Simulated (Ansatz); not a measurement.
## Na in Ansatz: the effect of functional

The system is Na.

```xyz
1
Lattice="-2.1266 2.1266 2.1266 2.1266 -2.1266 2.1266 2.1266 2.1266 -2.1266" Properties=species:S:1:pos:R:3 pbc="T T T"
Na    0.0000    0.0000    0.0000
```

The cell isn't the ideal one: volume scaled by 0.98.

Alike in all runs:

```yaml
Program: Ansatz 0.2.0
Task: single point
Potentials_or_basis: Ansatz PAW
k_mesh: 9 × 9 × 9
Occupations: fermi-dirac, width 0.05 eV
Spin: no spin polarisation
```

```tsv
functional	cutoff	pressure (GPa)
LDA	420 eV (not typed: the program's choice for these potentials)	?
r2SCAN	500 eV (not typed: the program's choice for these potentials)	-0.2
PBE	420 eV (not typed: the program's choice for these potentials)	-0.3
```

Task: What does the run with functional LDA give?

Result: Pressure -1.0 GPa.

Caveats: the PAW data sets come from PBE, with cores solved anew for the run's functional, which leaves a small shift of forces and pressure (some runs).
